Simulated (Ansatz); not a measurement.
**ZnS: equation of state**

An exercise on one series of results from a longer session: the logs are not shown, and one member is left open.

Program: Ansatz 0.2.0. Level of theory: DFT PBE, scalar-relativistic. These are calculated values, not measurements.

## The structure to begin with

The structure is hexagonal, space group P6_3mc (No. 186). The conventional cell has a = 3.811 Å, b = 3.811 Å, c = 6.234 Å, α = 90.00°, β = 90.00°, γ = 120.00°. Zn (site symmetry 3m) is surrounded by 4 S at 2.31 to 2.40 Å. S (site symmetry 3m) is surrounded by 4 Zn at 2.31 to 2.40 Å.

As a file:

```
CELL_PARAMETERS angstrom
3.81100 0.00000 0.00000
-1.90550 3.30042 0.00000
0.00000 0.00000 6.23400
ATOMIC_POSITIONS crystal
Zn 0.33333 0.66667 0.00000
Zn 0.66667 0.33333 0.50000
S 0.33333 0.66667 0.38500
S 0.66667 0.33333 0.88500
```

Atoms are numbered in the order of the input: Zn1, Zn2, S3, S4.

Set-up of the first run:

File input.yaml:

```yaml
crystal:
  lattice:
    - [3.7594924842, 0.0, 0.0]
    - [-1.8797462421, 3.2558159966, 0.0]
    - [0.0, 0.0, 6.1497464286]
  atoms:
    - { symbol: Zn, position: [0.3333333333, 0.6666666667, 0.0] }
    - { symbol: Zn, position: [0.6666666667, 0.3333333333, 0.5] }
    - { symbol: S, position: [0.3333333333, 0.6666666667, 0.385] }
    - { symbol: S, position: [0.6666666667, 0.3333333333, 0.885] }
kpoints:
  mp_grid: { grid: [8, 8, 5] }
  band_path:
    path:
      - [0.0, 0.0, 0.0]
      - [0.5, 0.0, 0.0]
      - [0.3333333333, 0.3333333333, 0.0]
      - [0.0, 0.0, 0.0]
      - [0.0, 0.0, 0.5]
      - [0.5, 0.0, 0.5]
      - [0.3333333333, 0.3333333333, 0.5]
      - [0.0, 0.0, 0.5]
      - [0.5, 0.0, 0.5]
    npoints: 5
scf:
  occupations: { method: fermi_dirac, width: 0.03 }
hamiltonian:
  xc: pbe
  pseudopotentials: { kind: all_electron, lapw: { basis_error: 0.001 } }
output:
  forces: true
  stress: true
  eigenvalues: true
```

On the command line:

```bash
$ ansatz run input.yaml --threads 1 --pin off --max-ram 4096MiB --backend cpu --events-out ev --progress --plain --runs-dir out
```

Among the steps run: Volume × 0.96, LAPW; Volume × 0.96, PAW; Volume × 0.96, crystal datasets; Volume × 0.99, LAPW; Volume × 0.99, PAW; Volume × 0.99, crystal datasets; Volume × 1.02, LAPW; Volume × 1.02, PAW; Volume × 1.02, crystal datasets; Volume × 1.06, LAPW; Volume × 1.06, PAW; Volume × 1.06, crystal datasets.

One of the session's tables, all rows but one given; the rest of the session is left out.

It belongs to the step «Fits». 

```
          method  volume (Å³/atom)  pressure (GPa)  gap on the k mesh (eV)  largest force (eV/Å)
            LAPW            18.819            5.87                    2.45                 0.371
            LAPW            19.407            3.16                    2.30                 0.332
            LAPW            19.995            0.84                    2.16                 0.296
            LAPW            20.779           -1.72                    1.98                 0.254
             PAW            18.819            5.86                    2.44                 0.371
             PAW            19.407            3.15                    2.30                 0.332
             PAW            19.995               ?                       ?                     ?
             PAW            20.779           -1.74                    1.98                 0.254
crystal datasets            18.819            5.86                    2.45                 0.371
crystal datasets            19.407            3.15                    2.30                 0.332
crystal datasets            19.995            0.84                    2.16                 0.296
crystal datasets            20.779           -1.73                    1.98                 0.254
```

Estimate the missing values for PAW, 19.995.

As computed: pressure (GPa): 0.83; gap on the k mesh (eV): 2.15; largest force (eV/Å): 0.296. In the column «pressure (GPa)» it lies between LAPW, 20.779 (-1.72) and LAPW, 19.995 (0.84).

To keep in mind: Shape and positions are held, so a fully relaxed modulus can be lower. Warnings in the runs' records: crystal datasets made.
